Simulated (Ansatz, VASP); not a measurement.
**One calculation of Na, two programs**

INCAR

```
SYSTEM = Na
  ALGO = Normal
  EDIFF = 1E-7
  ENCUT = 520
  GGA = PE
  ISIF = 2
  ISMEAR = -1
  LASPH = .TRUE.
  LCHARG = .FALSE.
  LREAL = .FALSE.
  LWAVE = .FALSE.
  NBANDS = 22
  NELM = 60
  PREC = Accurate
  SIGMA = 0.05
```

File KPOINTS:

```
k-points
0
G
  8 8 3
  0 0 0
```

POSCAR

```
Na
1.0
    3.7248896839      0.0000000000      0.0000000000
   -1.8624448419      3.2258490925      0.0000000000
    0.0000000000      0.0000000000     12.6203525792
Na
4
Direct
    0.6666666667      0.3333333333      0.7500000000
    0.0000000000      0.0000000000      0.5000000000
    0.3333333333      0.6666666667      0.2500000000
    0.0000000000      0.0000000000      0.0000000000
```

The input input.yaml:

```yaml
crystal:
  lattice:
    - [3.7248896839, 0.0, 0.0]
    - [-1.8624448419, 3.2258490925, 0.0]
    - [0.0, 0.0, 12.6203525792]
  atoms:
    - { symbol: Na, position: [0.6666666667, 0.3333333333, 0.75] }
    - { symbol: Na, position: [0.0, 0.0, 0.5] }
    - { symbol: Na, position: [0.3333333333, 0.6666666667, 0.25] }
    - { symbol: Na, position: [0.0, 0.0, 0.0] }
hamiltonian:
  xc: pbe
  pseudopotentials: { kind: paw }
kpoints:
  mp_grid: { grid: [8, 8, 3] }
scf:
  occupations: { method: fermi_dirac, width: 0.05 }
output:
  forces: true
  stress: true
  eigenvalues: true
  write_density: true
  write_potential: true
  elf: true
  volumetric_format: npy
```

Change from the starting cell: volume scaled by 1.02.

Alike in both runs: task single point; functional PBE; k mesh 8 × 8 × 3; occupations fermi-dirac, width 0.05 eV; no spin polarisation.

|  | VASP | Ansatz |
| --- | --- | --- |
| version | VASP 6.6.1 | Ansatz 0.2.0 |
| potentials or method | VASP PAW PBE potentials, release 64 (Na_pv) | Ansatz PAW |
| plane-wave cutoff (eV) | 520 | 420 |
| valence electrons in the cell | 28 | 36 |

|  | VASP | Ansatz | Ansatz less VASP |
| --- | --- | --- | --- |
| gap on the k mesh at the Fermi level (eV) | none | none | - |
| pressure (GPa) | -0.2 | -0.2 | +0.01 |
| largest component of the traceless stress (GPa) | 0.62 | 0.61 | -0.002 |

A gap of «none» marks a metal or a gap that the smearing closes. The functional is the same, so the differences come from potentials, cutoffs and numerics. The two sets of potentials don't hold the same shells in valence.
